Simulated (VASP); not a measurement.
# Na (Im-3m) in VASP: notebook

One crystal, Na, is run at these levels: PBE+D3(BJ), PBEsol; tasks: relaxation of cell and atoms, single point.

Program: VASP 6.6.1. These are calculated values, not measurements. Logs are shortened: lines on timing, memory, paths and dates and some standing lists are left out, and cuts for length are marked.

## (1) The structure

It takes space group Im-3m (No. 229, cubic). Conventional cell: a = 4.235 Å, b = 4.235 Å, c = 4.235 Å, α = 90.00°, β = 90.00°, γ = 90.00°. Na (site symmetry m-3m) has 8 Na at 3.67 Å as nearest neighbours.

## (2) Relaxation of cell and atoms, PBE+D3(BJ)

Contents of INCAR:

```
SYSTEM = Na
ALGO = Normal
EDIFF = 1E-7
EDIFFG = -0.005
ENCUT = 600
GGA = PE
IBRION = 2
ISIF = 3
ISMEAR = 0
IVDW = 12
LASPH = .TRUE.
LCHARG = .FALSE.
LREAL = .FALSE.
LWAVE = .FALSE.
NELM = 100
NSW = 90
PREC = Accurate
SIGMA = 0.1
```

Contents of KPOINTS:

```
k-points
0
G
  14 14 14
  0 0 0
```

Contents of POSCAR:

```
Na
1.0
   -2.1175000000      2.1175000000      2.1175000000
    2.1175000000     -2.1175000000      2.1175000000
    2.1175000000      2.1175000000     -2.1175000000
Na
1
Direct
    0.0000000000      0.0000000000      0.0000000000
```

Potentials or basis: VASP PAW PBE potentials, release 64 (Na_pv).

Command:

```bash
$ cat potpaw_PBE.64/Na_pv/POTCAR > POTCAR
$ mpirun -np 1 vasp_std > vasp.out
```

OUTCAR:

```text
SYSTEM = Na
   EDIFF = 1E-7
   EDIFFG = -0.005
   ENCUT = 600
   GGA = PE
   IBRION = 2
   ISIF = 3
   ISMEAR = 0
   IVDW = 12
   LASPH = .TRUE.
   LREAL = .FALSE.
   NELM = 100
   NSW = 90
   PREC = Accurate
 IVDW          = 12

 ion  position               nearest neighbor table
   1  0.000  0.000  0.000-

  LATTYP: Found a body centered cubic cell.
 ALAT       =     4.2350000000

  Lattice vectors:

 A1 = (  -2.1175000000,   2.1175000000,   2.1175000000)
 A2 = (   2.1175000000,  -2.1175000000,   2.1175000000)
 A3 = (   2.1175000000,   2.1175000000,  -2.1175000000)

Analysis of symmetry for initial positions (statically):
=====================================================================
 Subroutine PRICEL returns:
 Original cell was already a primitive cell.

 Routine SETGRP: Setting up the symmetry group for a
 body centered cubic supercell.

 Subroutine GETGRP returns: Found 48 space group operations
 (whereof 48 operations were pure point group operations)
 out of a pool of 48 trial point group operations.

The static configuration has the point symmetry O_h .

Analysis of symmetry for dynamics (positions and initial velocities):
=====================================================================
 Subroutine PRICEL returns:
 Original cell was already a primitive cell.

 Routine SETGRP: Setting up the symmetry group for a
 body centered cubic supercell.

 Subroutine GETGRP returns: Found 48 space group operations
 (whereof 48 operations were pure point group operations)
 out of a pool of 48 trial point group operations.

The dynamic configuration has the point symmetry O_h .

 Subroutine INISYM returns: Found 48 space group operations
 (whereof 48 operations are pure point group operations),
 and found     1 'primitive' translations

----------------------------------------------------------------------------------------

                                     Primitive cell

  volume of cell :      37.9778

  direct lattice vectors                    reciprocal lattice vectors
    -2.117500000  2.117500000  2.117500000     0.000000000  0.236127509  0.236127509
     2.117500000 -2.117500000  2.117500000     0.236127509  0.000000000  0.236127509
     2.117500000  2.117500000 -2.117500000     0.236127509  0.236127509  0.000000000

  length of vectors
     3.667617585  3.667617585  3.667617585     0.333934725  0.333934725  0.333934725

  position of ions in fractional coordinates (direct lattice)
     0.000000000  0.000000000  0.000000000

  ion indices of the primitive-cell ions
   primitive index   ion index
                 1           1

----------------------------------------------------------------------------------------

 KPOINTS: k-points

Automatic generation of k-mesh.
 Grid dimensions read from file:
 generate k-points for:   14   14   14

 Generating k-lattice:

  Cartesian coordinates                     Fractional coordinates (reciprocal lattice)
     0.000000000  0.016866251  0.016866251     0.071428571  0.000000000  0.000000000
     0.016866251  0.000000000  0.016866251     0.000000000  0.071428571  0.000000000
     0.016866251  0.016866251  0.000000000     0.000000000  0.000000000  0.071428571

  Length of vectors
     0.023852480  0.023852480  0.023852480

  Shift w.r.t. Gamma in fractional coordinates (k-lattice)
     0.000000000  0.000000000  0.000000000

 Subroutine IBZKPT returns following result:
 ===========================================

 Found    104 irreducible k-points:

 Following reciprocal coordinates:
            Coordinates               Weight
  0.000000  0.000000  0.000000      1.000000
  0.071429  0.000000  0.000000     12.000000
  0.142857  0.000000  0.000000     12.000000
  0.214286  0.000000  0.000000     12.000000
  0.285714  0.000000  0.000000     12.000000
  0.357143  0.000000  0.000000     12.000000
[... 16 lines left out ...]
  0.285714  0.285714  0.000000     24.000000
  0.357143  0.285714  0.000000     24.000000
 [... further k-points ...]
   k-points           NKPTS =    104   k-points in BZ     NKDIM =    104   number of bands    NBANDS=      7
   number of dos      NEDOS =    301   number of ions     NIONS =      1
   total plane-waves  NPLWV =  27000
   dimension x,y,z NGX =    30 NGY =   30 NGZ =   30
   dimension x,y,z NGXF=    60 NGYF=   60 NGZF=   60
   ions per type =               1
   NGX,Y,Z   is equivalent  to a cutoff of  13.60, 13.60, 13.60 a.u.
   NGXF,Y,Z  is equivalent  to a cutoff of  27.20, 27.20, 27.20 a.u.
 SYSTEM =  Na
   PREC   = accura    normal or accurate (medium, high low for compatibility)
   ISTART =      0    job   : 0-new  1-cont  2-samecut
   ICHARG =      2    charge: 1-file 2-atom 10-const
   ISPIN  =      1    spin polarized calculation?
   LNONCOLLINEAR =      F non collinear calculations
   LSORBIT =      F    spin-orbit coupling
   LASPH  =      T    aspherical Exc in radial PAW
   ENCUT  =  600.0 eV  44.10 Ry    6.64 a.u.   7.33  7.33  7.33*2*pi/ulx,y,z
   NELM   =    100;   NELMIN=  2; NELMDL= -5     # of ELM steps
   EDIFF  = 0.1E-06   stopping-criterion for ELM
   LREAL  =      F    real-space projection
   EDIFFG = -.5E-02   stopping-criterion for IOM
   NSW    =     90    number of steps for IOM
   IBRION =      2    ionic relax: 0-MD 1-quasi-New 2-CG
   NFREE  =      1    steps in history (QN), initial steepest desc. (CG)
   ISIF   =      3    stress and relaxation
   ISYM   =      2    0-nonsym 1-usesym 2-fastsym
   POTIM  = 0.5000    time-step for ionic-motion
   TEBEG  =    0.0;   TEEND  =   0.0 temperature during run
   PSTRESS=    0.0 pullay stress
   NELECT =       7.0000    total number of electrons
   NUPDOWN=      -1.0000    fix difference up-down
   EMIN   =  10.00;   EMAX   =-10.00  energy-range for DOS
   EFERMI =   0.00;   METHOD = LEGACY
   ISMEAR =     0;   SIGMA  =   0.10  broadening in eV -4-tet -1-fermi 0-gaus
   EFERMI_NEDOS =   21; number of points for ismear=-14 and -15
   IALGO  =     38    algorithm
   IMIX   =      4    mixing-type and parameters
     AMIX     =   0.40;   BMIX     =  1.00
     AMIX_MAG =   1.60;   BMIX_MAG =  1.00
  volume/ion in A,a.u.               =      37.98       256.29
  Fermi-wavevector in a.u.,A,eV,Ry     =   0.931674  1.760609 11.810087  0.868017
  Thomas-Fermi vector in A             =   2.058192
   LORBIT       =      0    0 simple, 1 ext, 2 COOP (PROOUT), +10 PAW based schemes
   GGA     = PE    functional components
   LHFCALC =     F    Hartree Fock is set to
   AEXX    =    0.0000 exact exchange contribution
   IVDW    =    12    specifies the selected vdW correction
   LEPSILON=     F    determine dielectric tensor
   LRPA    =     F    only Hartree local field effects (RPA)
 conjugate gradient relaxation of ions
 non-spin polarized calculation
 Gauss-broadening in eV      SIGMA  =   0.10
  energy-cutoff  :      600.00
  volume of cell :       37.98
 maximum number of plane-waves:      1283
 NGX is ok and might be reduce to    30
   NGX = 15   NGY = 15   NGZ = 15

--------------------------------------- Ionic step        1  -------------------------------------------

 number of electron       7.0000000 magnetization

 Free energy of the ion-electron system (eV)
  ---------------------------------------------------
  ext. energy  EPLUGINS =         0.00000000
  ---------------------------------------------------
  free energy    TOTEN  =        -1.31152076 eV

  energy without entropy =       -1.30846675  energy(sigma->0) =       -1.30999376

------------------------ aborting loop because EDIFF is reached ----------------------------------------

 Edisp (eV)   -0.15065

 E8    (eV) :    -0.0737

  FORCE on cell =-STRESS in cart. coord.  units (eV):
  Direction    XX          YY          ZZ          XY          YZ          ZX
  --------------------------------------------------------------------------------------
  -------------------------------------------------------------------------------------
  Total      -0.19139    -0.19139    -0.19139     0.00000     0.00000     0.00000
  in kB      -8.07428    -8.07428    -8.07428     0.00000     0.00000     0.00000
  external pressure =       -8.07 kB  Pullay stress =        0.00 kB
[... 59 lines left out ...]
  energy  without entropy=       -1.4638662522  energy(sigma->0) =       -1.46538003

--------------------------------------- Ionic step        3  -------------------------------------------

 number of electron       7.0000010 magnetization

 Free energy of the ion-electron system (eV)
  ---------------------------------------------------
  ext. energy  EPLUGINS =         0.00000000
  ---------------------------------------------------
  free energy    TOTEN  =        -1.30535909 eV

  energy without entropy =       -1.30240893  energy(sigma->0) =       -1.30388401

 E-fermi :   0.5726     XC(G=0):  -6.7381

 val. band max:        0.5451633168   @ k =  -0.3571   0.4286   0.1429
 cond. band min:       0.6297840434   @ k =   0.3571   0.0714   0.0714
 fundamental gap:      0.0846207266
 Fermi energy:         0.5725711042

 k-point     1 :       0.0000    0.0000    0.0000
  band No.  band energies     occupation
      1     -24.2413      2.00000
      2     -24.2413      2.00000
      3     -24.2413      2.00000
      4      -2.8729      2.00000
      5      12.9180      0.00000
      6      12.9180      0.00000
      7      12.9180      0.00000
[... 221 lines left out ...]
 k-point    24 :       0.3571    0.2857    0.0000
  band No.  band energies     occupation
      1     -24.2783      2.00000
      2     -24.2708      2.00000
      3     -24.2473      2.00000
      4       2.3814      0.00000
      5       2.8391      0.00000
      6       4.2373      0.00000
      7       9.1153      0.00000

 [... further k-points ...]

------------------------ aborting loop because EDIFF is reached ----------------------------------------

 Edisp (eV)   -0.16794

 E8    (eV) :    -0.0818

  FORCE on cell =-STRESS in cart. coord.  units (eV):
  Direction    XX          YY          ZZ          XY          YZ          ZX
  --------------------------------------------------------------------------------------
  -------------------------------------------------------------------------------------
  Total      -0.00314    -0.00314    -0.00314     0.00000     0.00000    -0.00000
  in kB      -0.14808    -0.14808    -0.14808     0.00000     0.00000    -0.00000
  external pressure =       -0.15 kB  Pullay stress =        0.00 kB
[... 16 lines left out ...]
  FREE ENERGIE OF THE ION-ELECTRON SYSTEM (eV)
  ---------------------------------------------------
  free  energy   TOTEN  =        -1.4732973219 eV

  energy  without entropy=       -1.4703471674  energy(sigma->0) =       -1.47182224

 reached required accuracy - stopping structural energy minimisation
```

Run time: 60 s. Hardware: 1 thread of Intel Xeon Platinum 8488C (Sapphire Rapids), shared host; peak memory 0.18 GiB.

What came out:

* Free energy: -1.4733 eV
* Relaxed volume: 33.92 Å³/atom
* Relaxed cell: a = 3.532 Å, b = 3.532 Å, c = 3.532 Å, α = 109.47°, β = 109.47°, γ = 109.47°
* Space group after relaxing (to 0.05 Å): Im-3m (No. 229)
* Energy gained by relaxing: 11.1 meV/atom
* Ionic steps: 3
* Pressure after relaxing: 0.0 GPa
* Band gap on the k mesh: none (metal or under the smearing width)
* Dispersion energy per atom: -0.168 eV

Step by step:
| step | energy change (eV) | largest force (eV/Å) | pressure (GPa) | volume (Å³) |
| --- | --- | --- | --- | --- |
| 1 | 0.0000 | 0.0000 | -0.81 | 37.98 |
| 2 | -0.0047 | 0.0000 | -0.65 | 36.94 |
| 3 | -0.0111 | 0.0000 | -0.01 | 33.92 |

Final structure:
```xyz
1
Lattice="-2.0393 2.0393 2.0393 2.0393 -2.0393 2.0393 2.0393 2.0393 -2.0393" Properties=species:S:1:pos:R:3 pbc="T T T"
Na    0.0000    0.0000    0.0000
```

Levels at points of the mesh, in eV from the Fermi level:
```csv
k point,band 1,band 2,band 3,band 4,band 5,band 6,band 7
"(0.00, 0.00, 0.00)",-24.81,-24.81,-24.81,-3.45,12.35,12.35,12.35
"(0.50, 0.00, 0.00)",-24.86,-24.83,-24.81,0.81,1.34,8.60,9.81
"(0.50, 0.50, 0.50)",-24.85,-24.85,-24.85,4.69,4.69,5.24,5.24
```

Caveat: the volume moved by -11 % from the deposited cell, more than functionals usually miss; pairwise dispersion overbinds metals, which lowers pressure and volume.

(Part 1 of 2 ends here.)
